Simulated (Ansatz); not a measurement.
An Ansatz input and the part of its output that reports the observables at the nuclei.

The cell is a diffraction structure from the COD, relaxed with PBE at fixed cell and then changed (volume scaled by 1.02, ions relaxed).

```yaml
crystal:
  lattice:
    - [1.5490916877, -2.6851660778, 0.0]
    - [1.5490916877, 2.6851660778, 0.0]
    - [0.0, 0.0, 15.2220479517]
  atoms:
    - { symbol: Si, position: [0.1666621203, 0.8333378797, 0.8577216708] }
    - { symbol: Si, position: [0.8333378797, 0.1666621203, 0.3577216708] }
    - { symbol: Si, position: [0.5001149745, 0.4998850255, 0.5245068537] }
    - { symbol: Si, position: [0.4998850255, 0.5001149745, 0.0245068537] }
    - { symbol: Si, position: [0.8334421551, 0.1665578449, 0.6912250794] }
    - { symbol: Si, position: [0.1665578449, 0.8334421551, 0.1912250794] }
    - { symbol: C, position: [0.5001801525, 0.4998198475, 0.6498133106] }
    - { symbol: C, position: [0.4998198475, 0.5001801525, 0.1498133106] }
    - { symbol: C, position: [0.1666200557, 0.8333799443, 0.9826819003] }
    - { symbol: C, position: [0.8333799443, 0.1666200557, 0.4826819003] }
    - { symbol: C, position: [0.833397049, 0.166602951, 0.8161911851] }
    - { symbol: C, position: [0.166602951, 0.833397049, 0.3161911851] }
kpoints:
  mp_grid: { grid: [16, 16, 3] }
scf:
  occupations: { method: fermi_dirac, width: 0.02 }
hamiltonian:
  xc: pbe
  pseudopotentials: { kind: paw }
output:
  forces: true
  stress: true
  populations: true
  efg: { contact_densities: true }
relax:
  f_tol: 0.02
  max_steps: 60
```

```sh
ansatz run input.yaml --threads 4 --pin off --max-ram 8192MiB --backend cpu --events-out ev --progress --plain --runs-dir out
```

The run relaxes the ions first, and the block belongs to the relaxed positions.

Of the output, the block on the nuclei alone is shown; the set-up, the SCF iterations, energies, forces and stress are cut. One atom of each set with nearly equal values is shown.

```
--- PAW observables at the nuclei: V_zz in 10²¹ V/m², potentials from the cell's mean, atoms counted from 1 ---
  atom   1  Si V_zz =    +0.211358   η = 0.0135   by run symmetry: allowed
            electrostatic potential = -1361.783480 V   contact ρ = 12807.070490 e/Å³
  atom   3  Si V_zz =    -0.056910   η = 0.0651   by run symmetry: allowed
            electrostatic potential = -1361.734800 V   contact ρ = 12807.105828 e/Å³
  atom   5  Si V_zz =    +0.256865   η = 0.0102   by run symmetry: allowed
            electrostatic potential = -1361.791073 V   contact ρ = 12807.126578 e/Å³
  atom   7  C  V_zz =    +0.200976   η = 0.0655   by run symmetry: allowed
            electrostatic potential = -418.299064 V   contact ρ = 866.945200 e/Å³
  atom   9  C  V_zz =    +0.063954   η = 0.1999   by run symmetry: allowed
            electrostatic potential = -418.220551 V   contact ρ = 866.944232 e/Å³
  atom  11  C  V_zz =    +0.029866   η = 0.4269   by run symmetry: allowed
            electrostatic potential = -418.279511 V   contact ρ = 866.931137 e/Å³
```

The relaxation (2 steps) took 21 s of wall time (81 s of CPU time) and 0.95 GiB at its peak, on 4 threads of Intel Xeon Platinum 8375C CPU @ 2.90GHz (Ice Lake) (x86_64; 16 cores open to the job, memory cap 8.0 GiB, no GPU), a shared host with a load of 0.3 a core.
